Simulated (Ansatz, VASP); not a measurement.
# AlCu: VASP beside Ansatz

INCAR

```
SYSTEM = AlCu
  PREC = Accurate
  ENCUT = 600
  EDIFF = 1E-6
  ISMEAR = 0
  SIGMA = 0.1
  LREAL = .FALSE.
  LASPH = .TRUE.
  NELM = 100
  ALGO = Normal
  ISIF = 3
  LWAVE = .FALSE.
  LCHARG = .FALSE.
  IBRION = 2
  NSW = 80
  EDIFFG = -0.01
```

KPOINTS

```
regular mesh
0
G
  7 7 7
  0 0 0
```

POSCAR

```
AlCu
1.0
    2.9975090000      0.0000000000      0.0000000000
    0.0000000000      2.9975090000      0.0000000000
    0.0000000000      0.0000000000      2.9975090000
Al Cu
1 1
Direct
    0.0000000000      0.0000000000      0.0000000000
    0.5000000000      0.5000000000      0.5000000000
```

Input for Ansatz:

```yaml
crystal:
  lattice:
    - [2.997509, 0.0, 0.0]
    - [0.0, 2.997509, 0.0]
    - [0.0, 0.0, 2.997509]
  atoms:
    - { symbol: Al, position: [0.0, 0.0, 0.0] }
    - { symbol: Cu, position: [0.5, 0.5, 0.5] }
basis:
  ecutwfc: 550.0
kpoints:
  mp_grid:
    grid: [7, 7, 7]
    shift: [0.0, 0.0, 0.0]
hamiltonian:
  xc: lda
  dispersion: none
scf:
  occupations:
    method: gaussian
relax:
  f_tol: 0.01
  cell: {}
```

The cell comes from a database or a generator and needn't be the stable form of this composition.

Alike in both runs: task relaxation of cell and atoms; functional LDA; k mesh 7 × 7 × 7; no spin polarisation.

```csv
,VASP,Ansatz
version,VASP 6.6.1,Ansatz 0.2.0
potentials or method,"VASP PAW LDA potentials, release 64 (Al, Cu)","plane waves, PAW"
plane-wave cutoff (eV),600,550
occupations,"gaussian, width 0.1 eV",gaussian
valence electrons in the cell,14,22
```

VASP gave:

- relaxed volume (Å³/atom): 12.60
- relaxed cell length with the largest relative difference (Å): 2.932
- energy change over the relaxation (meV/atom): -22

Question: What did Ansatz give for the same quantities?

Answer: Relaxed volume (Å³/atom): 12.55; relaxed cell length with the largest relative difference (Å): 2.928; energy change over the relaxation (meV/atom): -25.

The two sets of potentials don't hold the same shells in valence.
